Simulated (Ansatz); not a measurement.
# WC: the cost of one run

Method: DFT PBEsol, scalar-relativistic, plane waves, PAW, in Ansatz 0.2.0.

2 further runs of the same task are left out: 2 set aside as unsound or not needed.

## Step 1: The structure to begin with

It takes space group Fm-3m (No. 225, cubic). The conventional cell has a = 4.345 Å, b = 4.345 Å, c = 4.345 Å, α = 90.00°, β = 90.00°, γ = 90.00°. W (site symmetry m-3m) has 6 C at 2.17 Å as nearest neighbours. Around C (site symmetry m-3m) lie 6 W at 2.17 Å.

As a file:

```
CELL_PARAMETERS angstrom
0.00000 2.17269 2.17269
2.17269 0.00000 2.17269
2.17269 2.17269 0.00000
ATOMIC_POSITIONS crystal
W 0.00000 0.00000 0.00000
C 0.50000 0.50000 0.50000
```

It goes back to an entry of the Materials Project, which need not be the stable form.

This cell was relaxed beforehand with the same method: volume 10.26 Å³/atom, gap on the mesh none (metal).

## Step 2: Zero of energy

Reference values: F = -10502.8315 eV; pressure 0.01 GPa; largest force 0.000 eV/Å; gap on the mesh none (metal). It was computed beforehand with the settings of the runs below.

## Step 3: The scan: a strain scan

The cell is strained by ε times the Voigt pattern (1, 0, 0, 0, 0, 0) (xx, yy, zz, yz, xz, xy; engineering shear), with fractional coordinates fixed (clamped ions). The stress on the pattern is the sum of the stress components weighted by it, tension positive.

## Step 4: At ε = -0.0400

The input, input.yaml:

```yaml
crystal:
  lattice:
    - [0.0, 2.1726853743, 2.1726853743]
    - [2.0857779593, 0.0, 2.1726853743]
    - [2.0857779593, 2.1726853743, 0.0]
  atoms:
    - { symbol: W, position: [0.0, 0.0, 0.0] }
    - { symbol: C, position: [0.5, 0.5, 0.5] }
basis:
  ecutwfc: 420
kpoints:
  mp_grid: { grid: [24, 24, 24] }
hamiltonian:
  xc: pbesol
scf:
  occupations: { method: gaussian, width: 0.15 }
output:
  forces: true
  stress: true
  eigenvalues: true
  write_density: true
  write_potential: true
  elf: true
  volumetric_format: npy
```

Started as:

```
$ ansatz run input.yaml --threads 1 --pin off --max-ram 2560MiB --backend cpu --events-out ev --progress --plain --runs-dir out
```

Q: Estimate wall time and peak memory on 1 thread of Arm Neoverse V1, shared host.

About 28 s, with a peak of 0.57 GiB.
